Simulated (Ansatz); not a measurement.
Input and command of a plane-wave DFT calculation in Ansatz:

```yaml
crystal:
  lattice:
    - [2.71547, -2.71547, 0.0]
    - [2.71547, 0.0, -2.71547]
    - [8.8950416151, 8.8950416151, 8.8950416151]
  atoms:
    - { symbol: Si, position: [0.6666666667, 0.6666666667, 0.3306986367] }
    - { symbol: Si, position: [1.0, 0.0, 0.1271792591] }
    - { symbol: Si, position: [0.3333333333, 0.3333333333, 0.5342180143] }
    - { symbol: Si, position: [0.6666666667, 0.6666666667, 0.4833381699] }
    - { symbol: Si, position: [1.0, 1.0, 0.2798187923] }
    - { symbol: Si, position: [0.3333333333, 0.3333333333, 0.0762994147] }
basis:
  ecutwfc: 420
kpoints:
  mp_grid: { grid: [8, 8, 3] }
hamiltonian:
  xc: pbe
scf:
  occupations: { method: gaussian, width: 0.05 }
output:
  forces: true
  stress: true
  eigenvalues: true
  write_density: true
  write_potential: true
  elf: true
  volumetric_format: npy
```

```bash
ansatz run input.yaml --threads 2 --pin off --max-ram 5120MiB --backend cpu --events-out ev --progress --plain --runs-dir out
```

Processor: Arm Neoverse V2, 2 threads, on a host shared with other jobs.

Q: How long does it run, and how much memory does it take?

A: About 3.6 s on 2 threads of Arm Neoverse V2, with other jobs on the host, peak memory 0.44 GiB. It solves 18 bands at 25 k points (the mesh reduced by symmetry) with about 3819 plane waves, in 6 SCF iterations.
